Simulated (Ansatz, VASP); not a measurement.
**Hf in VASP and in Ansatz**

The input INCAR:

```
ALGO     = Normal         # electronic algorithm
EDIFF    = 1E-6           # SCF threshold, eV
EDIFFG   = -0.01          # ionic threshold
ENCUT    = 600            # plane-wave cutoff, eV
GGA      = CA             # functional
IBRION   = 2              # ionic algorithm
ISIF     = 3              # what is computed and relaxed
ISMEAR   = -1             # smearing method
LASPH    = T              # aspherical terms in the spheres
LCHARG   = F              # write CHGCAR
LREAL    = F              # projectors in reciprocal space
LWAVE    = F              # write WAVECAR
NELM     = 60             # most SCF steps
NSW      = 80             # ionic steps
PREC     = Accurate       # precision mode
SIGMA    = 0.1            # smearing width, eV
```

File KPOINTS:

```
k-points
0
Gamma
  9 9 9
```

The input POSCAR:

```
Hf
1.0
    0.0000000000      3.1145822620      3.1145822620
    3.1145822620      0.0000000000      3.1145822620
    3.1145822620      3.1145822620      0.0000000000
Hf
2
Direct
    0.1250000000      0.1250000000      0.1250000000
    0.8750000000      0.8750000000      0.8750000000
```

Input for Ansatz:

```yaml
crystal:
  lattice:
    - [0.0, 3.114582262, 3.114582262]
    - [3.114582262, 0.0, 3.114582262]
    - [3.114582262, 3.114582262, 0.0]
  atoms:
    - { symbol: Hf, position: [0.125, 0.125, 0.125] }
    - { symbol: Hf, position: [0.875, 0.875, 0.875] }
hamiltonian:
  xc: lda
  pseudopotentials:
    kind: paw
    azcp:
      Hf: "pseudopotentials/Hf.paw.azcp"
basis:
  ecutwfc: 420
  fft_grid_basis: typed
kpoints:
  mp_grid: { grid: [9, 9, 9], shift: [0, 0, 0] }
magnetization:
  spin_polarized: false
scf:
  occupations: { method: fermi_dirac, width: 0.1 }
relax:
  max_steps: 60
  f_tol: 0.01
  cell: {}
output:
  write_density: true
  write_potential: true
  elf: true
  volumetric_format: npy
```

The cell was built by a generator and needn't be a form met in nature.

Alike in both runs: task relaxation of cell and atoms; functional LDA; k mesh 9 × 9 × 9; occupations fermi-dirac, width 0.1 eV; no spin polarisation.

|  | VASP | Ansatz |
| --- | --- | --- |
| version | VASP 6.6.1 | Ansatz 0.2.0 |
| potentials or method | VASP PAW LDA potentials, release 64 (Hf_pv) | plane waves (420 eV) with PAW, scalar-relativistic |
| plane-wave cutoff (eV) | 600 | 420 |
| valence electrons in the cell | 20 | 52 |

```csv
,VASP,Ansatz,Ansatz less VASP
relaxed volume (Å³/atom),29.91,30.16,+0.249
relaxed cell length with the largest relative difference (Å),4.390,4.402,+0.0122
```

The two sets of potentials don't hold the same shells in valence. Ansatz warned: «pseudo_functional_mismatch».

Spin-orbit coupling is left out, which matters for the levels of Hf.
